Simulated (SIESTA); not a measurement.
# CdSe (Cadmoselite) (P6_3mc) in SIESTA: further runs, part 2 of 2

SIESTA 5.4.2. Earlier steps stand in the parts before.

## (4) Band structure, PBE, non-collinear spin, zero start, spin-orbit coupling

CdSe.fdf

```
SystemName                      Cadmoselite
SystemLabel                     CdSe
NumberOfSpecies                 2
NumberOfAtoms                   4
%block ChemicalSpeciesLabel
  1  48 Cd
  2  34 Se
%endblock ChemicalSpeciesLabel

LatticeConstant                 1.0 Ang
%block LatticeVectors
     4.3000000000     0.0000000000     0.0000000000
    -2.1500000000     3.7239092363     0.0000000000
     0.0000000000     0.0000000000     7.0200000000
%endblock LatticeVectors
AtomicCoordinatesFormat         Fractional
%block AtomicCoordinatesAndAtomicSpecies
     0.6666666667     0.3333333333     0.5000000000  1  Cd
     0.3333333333     0.6666666667     0.0000000000  1  Cd
     0.6666666667     0.3333333333     0.8850000000  2  Se
     0.3333333333     0.6666666667     0.3850000000  2  Se
%endblock AtomicCoordinatesAndAtomicSpecies

%block kgrid.MonkhorstPack
    5   0   0  0.0
    0   5   0  0.0
    0   0   3  0.0
%endblock kgrid.MonkhorstPack
XC.Functional                   GGA
XC.Authors                      PBE
PAO.BasisSize                   DZP
PAO.EnergyShift                 0.002 Ry
Mesh.Cutoff                     800 Ry
Spin                            spin-orbit
%block DM.InitSpin
    1   0.000     0.00     0.00
    2   0.000     0.00     0.00
    3   0.000     0.00     0.00
    4   0.000     0.00     0.00
%endblock DM.InitSpin
WriteOrbMom                     true
OccupationFunction              FD
ElectronicTemperature           0.05 eV
MaxSCFIterations                120
SCF.MustConverge                false
SCF.Mixer.Method                Pulay
SCF.Mixer.Weight                0.25
SCF.Mixer.History               8
SCF.DM.Tolerance                5.0e-05
SCF.H.Tolerance                 1.0e-03 eV
WriteForces                     true
Charge.Mulliken                 end
BandLinesScale                  ReciprocalLatticeVectors
%block BandLines
    1    0.000000   0.000000   0.000000  \Gamma
   11    0.500000   0.000000   0.000000  M
    7    0.333333   0.333333   0.000000  K
   13    0.000000   0.000000   0.000000  \Gamma
    6    0.000000   0.000000   0.500000  A
   11    0.500000   0.000000   0.500000  L
    7    0.333333   0.333333   0.500000  H
   13    0.000000   0.000000   0.500000  A
    1    0.500000   0.000000   0.500000  L
    6    0.500000   0.000000   0.000000  M
    1    0.333333   0.333333   0.000000  K
    6    0.333333   0.333333   0.500000  H
%endblock BandLines
```

Potentials or basis: PseudoDojo 0.4 standard (PBE files, fully relativistic), DZP (energy shift 0.002 Ry).

Launch:

```bash
$ siesta < CdSe.fdf > CdSe.out 2>&1
```

Wall time 97 s (1 thread of Arm Neoverse V1, shared host); peak memory 0.45 GiB.

It converged, with:

- Free energy: -16137.4041 eV
- Pressure: 3.6 GPa
- Largest force: 0.331 eV/Å
- Band gap on the k mesh: 0.84 eV, direct
- Band gap along the path: 0.84 eV, direct
- Net moment: 0.00 μB per cell

Forces on the atoms (eV/Å):
```
Cd   0.000  0.000  0.331
Cd   0.000  0.000  0.331
Se   0.000  0.000 -0.330
Se   0.000  0.000 -0.330
```

Stress tensor (GPa, compression positive):
```
4.55 0.00 0.00
0.00 4.55 0.00
0.00 0.00 1.62
```

Levels at the corners of the path, in eV from the valence-band top:
| point | band 69 | band 70 | band 71 | band 72 | band 73 | band 74 | band 75 | band 76 |
| --- | --- | --- | --- | --- | --- | --- | --- | --- |
| Γ | -0.01 | -0.01 | 0.00 | 0.00 | 0.84 | 0.84 | 2.34 | 2.34 |
| M | -1.37 | -1.37 | -0.94 | -0.94 | 3.44 | 3.44 | 3.64 | 3.64 |
| K | -1.94 | -1.90 | -1.80 | -1.80 | 4.75 | 4.75 | 4.83 | 5.02 |
| Γ | -0.01 | -0.01 | 0.00 | 0.00 | 0.84 | 0.84 | 2.34 | 2.34 |
| A | -0.39 | -0.39 | -0.39 | -0.39 | 2.53 | 2.53 | 2.53 | 2.53 |
| L | -1.36 | -1.36 | -1.36 | -1.36 | 3.21 | 3.21 | 3.21 | 3.21 |
| H | -1.21 | -1.21 | -1.15 | -1.15 | 4.05 | 4.05 | 4.13 | 4.13 |
| A | -0.39 | -0.39 | -0.39 | -0.39 | 2.53 | 2.53 | 2.53 | 2.53 |
| L | -1.36 | -1.36 | -1.36 | -1.36 | 3.21 | 3.21 | 3.21 | 3.21 |
| M | -1.37 | -1.37 | -0.94 | -0.94 | 3.44 | 3.44 | 3.64 | 3.64 |
| K | -1.94 | -1.90 | -1.80 | -1.80 | 4.75 | 4.75 | 4.83 | 5.02 |
| H | -1.21 | -1.21 | -1.15 | -1.15 | 4.05 | 4.05 | 4.13 | 4.13 |

Moments on the atoms (μB; x, y, z):
```
Cd  0.00 0.00 0.00
Cd  0.00 0.00 0.00
Se  0.00 0.00 0.00
Se  0.00 0.00 0.00
```

Caveat: semicore shells carry a single zeta, which can move pressures by several GPa and volumes by a few percent; the basis of atomic orbitals isn't converged, which shifts pressures, moduli and gaps.

## (5) Band structure, PBE, non-collinear spin, zero start, spin-orbit coupling

Edit CdSe.fdf of step 4 so:

```diff
@@ -30,3 +30,3 @@
 XC.Authors                      PBE
-PAO.BasisSize                   DZP
+PAO.BasisSize                   TZP
 PAO.EnergyShift                 0.002 Ry
```

Potentials or basis: PseudoDojo 0.4 standard (PBE files, fully relativistic), TZP (energy shift 0.002 Ry).

Launch:

```bash
$ siesta < CdSe.fdf > CdSe.out 2>&1
```

CdSe.out:

```text
Version         : 5.4.2

[... 6 lines left out ...]
 NOTE: Please see the manual for full details and compatibility measures.

reinit: Reading from standard input
reinit: Dumping input in INPUT_TMP.07162
************************** Dump of input data file ****************************
SystemName                      Cadmoselite
SystemLabel                     CdSe
NumberOfSpecies                 2
NumberOfAtoms                   4
%block ChemicalSpeciesLabel
  1  48 Cd
  2  34 Se
%endblock ChemicalSpeciesLabel
LatticeConstant                 1.0 Ang
%block LatticeVectors
     4.3000000000     0.0000000000     0.0000000000
    -2.1500000000     3.7239092363     0.0000000000
     0.0000000000     0.0000000000     7.0200000000
%endblock LatticeVectors
AtomicCoordinatesFormat         Fractional
%block AtomicCoordinatesAndAtomicSpecies
     0.6666666667     0.3333333333     0.5000000000  1  Cd
     0.3333333333     0.6666666667     0.0000000000  1  Cd
     0.6666666667     0.3333333333     0.8850000000  2  Se
     0.3333333333     0.6666666667     0.3850000000  2  Se
%endblock AtomicCoordinatesAndAtomicSpecies
%block kgrid.MonkhorstPack
    5   0   0  0.0
    0   5   0  0.0
    0   0   3  0.0
%endblock kgrid.MonkhorstPack
XC.Functional                   GGA
XC.Authors                      PBE
PAO.BasisSize                   TZP
PAO.EnergyShift                 0.002 Ry
Mesh.Cutoff                     800 Ry
Spin                            spin-orbit
%block DM.InitSpin
    1   0.000     0.00     0.00
    2   0.000     0.00     0.00
    3   0.000     0.00     0.00
    4   0.000     0.00     0.00
%endblock DM.InitSpin
WriteOrbMom                     true
OccupationFunction              FD
ElectronicTemperature           0.05 eV
MaxSCFIterations                120
SCF.MustConverge                false
SCF.Mixer.Method                Pulay
SCF.Mixer.Weight                0.25
SCF.Mixer.History               8
SCF.DM.Tolerance                5.0e-05
SCF.H.Tolerance                 1.0e-03 eV
WriteForces                     true
[... 940 lines left out ...]

    Orbital volume contribution        =           4.294470 eV
    (Free)E + p_basis*V_orbitals       =      -16133.315461 eV
    (Free)Eharris+ p_basis*V_orbitals  =      -16133.315460 eV

mulliken: Atomic and Orbital Populations:

Species: Cd

Atom      Orb        Charge      Spin       Svec
    1  1 4s         1.97811   0.00000      0.000  -0.000   0.000
    1  2 5s         0.54623   0.00000     -0.000  -0.000   0.000
    1  3 5s         0.07998   0.00000      0.000  -0.000   0.000
    1  4 5s         0.03104   0.00000     -0.000   0.000  -0.000
    1  5 4py        1.99438   0.00000      0.000  -0.000  -0.000
    1  6 4pz        1.99468   0.00000     -0.000   0.000   0.000
    1  7 4px        1.99438   0.00000     -0.000   0.000  -0.000
    1  8 5py        0.44418   0.00000      0.000   0.000  -0.000
    1  9 5pz        0.41411   0.00000     -0.000  -0.000   0.000
    1 10 5px        0.44418   0.00000      0.000  -0.000  -0.000
    1 11 4dxy       1.89533   0.00000      0.000  -0.000  -0.000
    1 12 4dyz       1.85185   0.00000     -0.000  -0.000  -0.000
    1 13 4dz2       1.91100   0.00000     -0.000  -0.000   0.000
    1 14 4dxz       1.85186   0.00000     -0.000  -0.000  -0.000
    1 15 4dx2-y2    1.89533   0.00000     -0.000   0.000  -0.000
    1 16 4dxy       0.00628   0.00000      0.000  -0.000   0.000
    1 17 4dyz       0.00687   0.00000      0.000  -0.000  -0.000
[... 24 lines left out ...]
    2 15 4dx2-y2    1.89533   0.00000      0.000   0.000  -0.000
    2 16 4dxy       0.00628   0.00000      0.000   0.000  -0.000
    2 17 4dyz       0.00687   0.00000     -0.000   0.000  -0.000
    2 18 4dz2       0.01144   0.00000      0.000   0.000   0.000
    2 19 4dxz       0.00686   0.00000     -0.000  -0.000  -0.000
    2 20 4dx2-y2    0.00627   0.00000     -0.000  -0.000  -0.000
    2 21 4dxy       0.08931   0.00000     -0.000   0.000   0.000
    2 22 4dyz       0.12804   0.00000      0.000  -0.000   0.000
    2 23 4dz2       0.07325   0.00000     -0.000   0.000  -0.000
    2 24 4dxz       0.12804   0.00000     -0.000   0.000   0.000
    2 25 4dx2-y2    0.08932   0.00000     -0.000  -0.000   0.000
    2     Total    19.87231   0.00000     -0.000   0.000  -0.000

Total              39.74463   0.00000     -0.000   0.000  -0.000

Species: Se

Atom      Orb        Charge      Spin       Svec
    3  1 4s         1.47149   0.00000      0.000  -0.000   0.000
    3  2 4s        -0.06317   0.00000      0.000   0.000   0.000
    3  3 4s         0.35411   0.00000     -0.000  -0.000  -0.000
    3  4 4py        0.77190   0.00000      0.000  -0.000   0.000
    3  5 4pz        0.87418   0.00000     -0.000   0.000  -0.000
    3  6 4px        0.77190   0.00000     -0.000   0.000   0.000
    3  7 4py        0.00837   0.00000     -0.000   0.000   0.000
    3  8 4pz       -0.10374   0.00000      0.000   0.000   0.000
    3  9 4px        0.00837   0.00000     -0.000   0.000   0.000
    3 10 4py        0.61004   0.00000      0.000   0.000  -0.000
    3 11 4pz        0.67292   0.00000      0.000  -0.000   0.000
    3 12 4px        0.61004   0.00000      0.000  -0.000  -0.000
    3 13 3dxy       2.00014   0.00000     -0.000  -0.000  -0.000
    3 14 3dyz       2.00042   0.00000     -0.000   0.000  -0.000
    3 15 3dz2       2.00017   0.00000      0.000  -0.000  -0.000
    3 16 3dxz       2.00042   0.00000      0.000  -0.000   0.000
    3 17 3dx2-y2    2.00014   0.00000     -0.000  -0.000   0.000
[... 18 lines left out ...]
    4 12 4px        0.61004   0.00000     -0.000  -0.000  -0.000
    4 13 3dxy       2.00014   0.00000     -0.000  -0.000   0.000
    4 14 3dyz       2.00042   0.00000     -0.000  -0.000   0.000
    4 15 3dz2       2.00017   0.00000     -0.000  -0.000  -0.000
    4 16 3dxz       2.00042   0.00000     -0.000   0.000   0.000
    4 17 3dx2-y2    2.00014   0.00000     -0.000   0.000  -0.000
    4 18 4dxy       0.03054   0.00000     -0.000   0.000   0.000
    4 19 4dyz       0.02006   0.00000      0.000   0.000   0.000
    4 20 4dz2       0.03881   0.00000      0.000  -0.000  -0.000
    4 21 4dxz       0.02006   0.00000      0.000  -0.000   0.000
    4 22 4dx2-y2    0.03054   0.00000      0.000  -0.000   0.000
    4     Total    16.12769   0.00000     -0.000   0.000   0.000

Total              72.00000   0.00000     -0.000   0.000   0.000

Mulliken Atomic Populations:
Atom #   charge [q] valence [e]           S      Sx [e]      Sy [e]      Sz [e]  Species
     1     0.127686   19.872314    0.000000   -0.000000   -0.000000   -0.000000  Cd
     2     0.127686   19.872314    0.000000   -0.000000    0.000000   -0.000000  Cd
     3    -0.127686   16.127686    0.000000    0.000000   -0.000000    0.000000  Se
     4    -0.127686   16.127686    0.000000   -0.000000    0.000000    0.000000  Se
 Total    -0.000000                0.000000   -0.000000    0.000000    0.000000

Job completed
```

Run time: 2.4 min. Hardware: 1 thread of Arm Neoverse V1, shared host; peak memory 0.52 GiB.

Results:

```
Free energy             : -16137.6099 eV
Pressure                : 3.8 GPa
Largest force           : 0.322 eV/Å
Band gap on the k mesh  : 0.77 eV, direct
Band gap along the path : 0.77 eV, direct
Net moment              : 0.00 μB per cell
```

Forces in eV/Å, atoms in the order of the input:
```
Cd   0.000  0.000  0.322
Cd   0.000  0.000  0.322
Se   0.000  0.000 -0.321
Se   0.000  0.000 -0.321
```

Stress tensor (GPa, compression positive):
```
4.78 0.00 0.00
0.00 4.78 0.00
0.00 0.00 1.89
```

Levels at the corners of the path, in eV from the valence-band top:
| point | band 68 | band 69 | band 70 | band 71 | band 72 | band 73 | band 74 | band 75 | band 76 | band 77 |
| --- | --- | --- | --- | --- | --- | --- | --- | --- | --- | --- |
| Γ | -0.37 | -0.01 | -0.01 | 0.00 | 0.00 | 0.77 | 0.77 | 2.29 | 2.29 | 6.14 |
| M | -2.00 | -1.37 | -1.37 | -0.94 | -0.94 | 3.41 | 3.41 | 3.64 | 3.64 | 5.08 |
| K | -1.98 | -1.94 | -1.90 | -1.79 | -1.79 | 4.77 | 4.77 | 4.81 | 4.99 | 5.05 |
| Γ | -0.37 | -0.01 | -0.01 | 0.00 | 0.00 | 0.77 | 0.77 | 2.29 | 2.29 | 6.14 |
| A | -0.62 | -0.38 | -0.38 | -0.38 | -0.38 | 2.44 | 2.44 | 2.44 | 2.44 | 6.15 |
| L | -1.56 | -1.36 | -1.36 | -1.36 | -1.36 | 3.19 | 3.19 | 3.19 | 3.19 | 5.18 |
| H | -2.55 | -1.20 | -1.20 | -1.15 | -1.15 | 4.04 | 4.04 | 4.11 | 4.11 | 6.10 |
| A | -0.62 | -0.38 | -0.38 | -0.38 | -0.38 | 2.44 | 2.44 | 2.44 | 2.44 | 6.15 |
| L | -1.56 | -1.36 | -1.36 | -1.36 | -1.36 | 3.19 | 3.19 | 3.19 | 3.19 | 5.18 |
| M | -2.00 | -1.37 | -1.37 | -0.94 | -0.94 | 3.41 | 3.41 | 3.64 | 3.64 | 5.08 |
| K | -1.98 | -1.94 | -1.90 | -1.79 | -1.79 | 4.77 | 4.77 | 4.81 | 4.99 | 5.05 |
| H | -2.55 | -1.20 | -1.20 | -1.15 | -1.15 | 4.04 | 4.04 | 4.11 | 4.11 | 6.10 |

Moments on the atoms (μB; x, y, z):
```
Cd  0.00 0.00 0.00
Cd  0.00 0.00 0.00
Se  0.00 0.00 0.00
Se  0.00 0.00 0.00
```

Caveat: semicore shells carry a single zeta, which can move pressures by several GPa and volumes by a few percent; the basis of atomic orbitals isn't converged, which shifts pressures, moduli and gaps.

## (6) The runs side by side

```tsv
level	potentials or basis	spin	k mesh	gap on the mesh (eV)	pressure (GPa)	moment (μB)	largest force (eV/Å)
RPBE	PseudoDojo 0.4 standard (PBE files), DZP (energy shift 0.002 Ry)	off	7 × 7 × 4	1.12	6.0	-	0.34
PBE	PseudoDojo 0.4 standard (PBE files), DZP (energy shift 0.002 Ry)	off	7 × 7 × 4	0.96	4.0	-	0.33
PBE	PseudoDojo 0.4 standard (PBE files, fully relativistic), DZP (energy shift 0.002 Ry)	non-collinear, zero start, SOC	5 × 5 × 3	0.84	3.6	0.00	0.33
PBE	PseudoDojo 0.4 standard (PBE files, fully relativistic), TZP (energy shift 0.002 Ry)	non-collinear, zero start, SOC	5 × 5 × 3	0.77	3.8	0.00	0.32
```

Alike in all rows: task band structure; cell as given; smearing fermi-dirac 0.05 eV; grid cutoff 800 Ry; energy shift 0.002 Ry.

Caveats: semicore shells carry a single zeta, which can move pressures by several GPa and volumes by a few percent; the basis of atomic orbitals isn't converged, which shifts pressures, moduli and gaps; the potentials were made for another functional, which shifts forces and pressure (some runs).

Total energies depend on the potentials used, so only differences within one code and one set of settings carry meaning.

## (7) Comparison with measurements

Step 2. A measured gap of CdSe is 1.841 eV (2 K; a printed reference work, data compilation); the calculated 1.12 eV misses it by -0.72 eV. Spin-orbit coupling on Cd, Se is left out. The value is that of RPBE in an atomic basis (PseudoDojo 0.4 standard (PBE files), DZP (energy shift 0.002 Ry)), whose error adds to the functional's,, without temperature or zero-point motion. Semilocal functionals fall short of measured gaps as a rule.

Step 3. A measured gap of CdSe is 1.841 eV (2 K; a printed reference work, data compilation); the calculated 0.96 eV misses it by -0.88 eV. Spin-orbit coupling on Cd, Se is left out. The value is that of PBE in an atomic basis (PseudoDojo 0.4 standard (PBE files), DZP (energy shift 0.002 Ry)), whose error adds to the functional's,, without temperature or zero-point motion. Semilocal functionals fall short of measured gaps as a rule.

Step 4. A measured gap of CdSe is 1.841 eV (2 K; a printed reference work, data compilation); the calculated 0.84 eV misses it by -1.00 eV. So large a miss can be the level of theory's own, or it may mean another phase, state or a wrong row. The value is that of PBE in an atomic basis (PseudoDojo 0.4 standard (PBE files, fully relativistic), DZP (energy shift 0.002 Ry)), whose error adds to the functional's,, without temperature or zero-point motion. Semilocal functionals fall short of measured gaps as a rule.

Step 5. Measured gap of CdSe: 1.841 eV (2 K; a printed reference work, data compilation). This calculation gives 0.77 eV (-1.07 eV). So large a miss can be the level of theory's own, or it may mean another phase, state or a wrong row. The value is that of PBE in an atomic basis (PseudoDojo 0.4 standard (PBE files, fully relativistic), TZP (energy shift 0.002 Ry)), whose error adds to the functional's,, without temperature or zero-point motion. Semilocal functionals fall short of measured gaps as a rule.
